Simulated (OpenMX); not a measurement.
The system is SnSe2.

```
Sn Se
1.0
     3.81100    0.00000    0.00000
    -1.90550    3.30042    0.00000
     0.00000    0.00000    6.13600
Sn Se
1 2
Direct
  0.00000 0.00000 0.00000
  0.66667 0.33333 0.75100
  0.33333 0.66667 0.24900
```

Base run:

| Quantity | Value |
| --- | --- |
| Program | OpenMX 3.8.5 |
| Functional | PBE |
| Potentials or basis | OpenMX 2013 PBE set, Sn7.0-s3p2d1, Se7.0-s3p2d1, grid cutoff 500 Ry |
| k mesh | 9 × 9 × 5 |
| Occupations | fermi-dirac, width 0.05 eV |
| Spin | no spin polarisation |

Its results: band gap on the k mesh 0.78 eV, indirect (least direct gap 1.18 eV); pressure 7.4 GPa; largest force 1.195 eV/Å.

The run is repeated on the same cell with these changes: potentials or basis from OpenMX 2013 PBE set, Sn7.0-s3p2d1, Se7.0-s3p2d1, grid cutoff 500 Ry to OpenMX 2013 PBE set, Sn7.0-s3p2d2f1, Se7.0-s3p2d2f1, grid cutoff 500 Ry. What comes out?

Band gap on the k mesh 0.63 eV, indirect (least direct gap 1.14 eV); pressure 6.3 GPa; largest force 1.024 eV/Å.

Caveats: spin-orbit coupling is left out, which moves the levels of the heavy elements; this functional lacks dispersion, which binds the layers, so the pressure and a relaxed spacing across them are unreliable; the basis of atomic orbitals isn't converged, which shifts pressures, moduli and gaps; forces of over 1 eV/Å show positions far from the minimum, so gaps and moduli don't describe the material at rest.
